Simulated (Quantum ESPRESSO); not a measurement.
Bi under changes of volume

One of the cells (35.070 Å³/atom); the others are scaled copies at fixed shape and fractional positions:

```
CELL_PARAMETERS angstrom
2.26750 1.30914 3.93800
-2.26750 1.30914 3.93800
0.00000 -2.61828 3.93800
ATOMIC_POSITIONS crystal
Bi 0.76600 0.76600 0.76600
Bi 0.23400 0.23400 0.23400
```

| Item | Value |
| --- | --- |
| Program | Quantum ESPRESSO 7.5 |
| Functional | PBEsol |
| Potentials or basis | PseudoDojo 0.4.1 SR PBEsol standard |
| Cutoff | 898 eV |
| Density cutoff | 3592 eV |
| k mesh | 7 × 7 × 7 |
| Occupations | fermi-dirac, width 0.05 eV |
| Spin | no spin polarisation |

```csv
volume (Å³/atom),energy over the lowest point (meV/atom),pressure (GPa),gap on the mesh (eV),largest force (eV/Å)
32.965,17.61,3.1,0.30,0.455
33.667,?,?,?,?
34.368,0.92,0.7,0.27,0.244
35.070,0.00,-0.3,0.26,0.149
35.771,3.34,-1.3,0.25,0.059
36.472,10.47,-2.1,0.24,0.024
37.174,20.98,-2.8,0.24,0.102
```

What does the run at 33.667 Å³/atom give?

Energy over the lowest point 6.59 meV/atom; pressure 1.8 GPa; gap on the mesh 0.28 eV; largest force 0.346 eV/Å.

Worked out: A Birch-Murnaghan fit of order 3 (a polynomial in V^(-2/3)) to the other rows has its minimum at 34.86 Å³/atom with B0 = V·E''(V) = 50 GPa and B' = 4.7 at fixed shape and positions, which overstates the stiffness. It gives 6.59 meV/atom at 33.667 Å³/atom, against the run's 6.59, and -dE/dV = 1.9 GPa, against 1.8. A straight line through the other rows of the gap, of slope -0.516 eV per unit of ln V, gives 0.28 eV, against the run's 0.28.

Energies are extrapolated to zero smearing.

Caveats: spin-orbit coupling is left out, which as a rule narrows the gap of such compounds by several tenths of an eV; an odd mesh through Γ misses points on the zone boundary, where band edges often lie.
